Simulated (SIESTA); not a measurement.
# AlN under changes of volume

One of the cells (10.626 Å³/atom); the others are scaled copies at fixed shape and fractional positions:

```xyz
2
Lattice="0.0000 2.1985 2.1985 2.1985 0.0000 2.1985 2.1985 2.1985 0.0000" Properties=species:S:1:pos:R:3 pbc="T T T"
Al    0.0000    0.0000    0.0000
N     1.0992    1.0992    1.0992
```

Measurements of this composition are mostly on another form, of space group No. 186.

```yaml
Program: SIESTA 5.4.2
Functional: PBE
Potentials_or_basis: PseudoDojo 0.4 standard (PBE files)
Basis: DZP (energy shift 0.003 Ry)
Grid_cutoff: 800 Ry
Energy_shift: 0.003 Ry
k_mesh: 10 × 10 × 10
Occupations: fermi-dirac, width 0.05 eV
Spin: no spin polarisation
```

```csv
volume (Å³/atom),energy over the lowest point (meV/atom),pressure (GPa),gap on the mesh (eV)
9.792,?,?,?
10.001,33.67,15.6,3.26
10.209,16.64,10.7,3.26
10.626,0.31,2.1,3.25
10.834,0.00,-1.6,3.24
11.042,4.35,-5.0,3.24
```

Q: What does the run at 9.792 Å³/atom give?

A: Energy over the lowest point 57.33 meV/atom; pressure 20.9 GPa; gap on the mesh 3.26 eV.

Worked out: A Birch-Murnaghan fit of order 3 (a polynomial in V^(-2/3)) to the other rows has its minimum at 10.74 Å³/atom with B0 = V·E''(V) = 192 GPa and B' = 3.7. It gives 57.49 meV/atom at 9.792 Å³/atom, against the run's 57.33, and -dE/dV = 21.0 GPa, against 20.9. A straight line through the other rows of the gap, of slope -0.234 eV per unit of ln V, extrapolates to 3.27 eV, against the run's 3.26.

Energies are extrapolated to zero smearing.

Caveats: the basis of atomic orbitals isn't converged, which shifts pressures, moduli and gaps.

A mesh can miss the band edges.
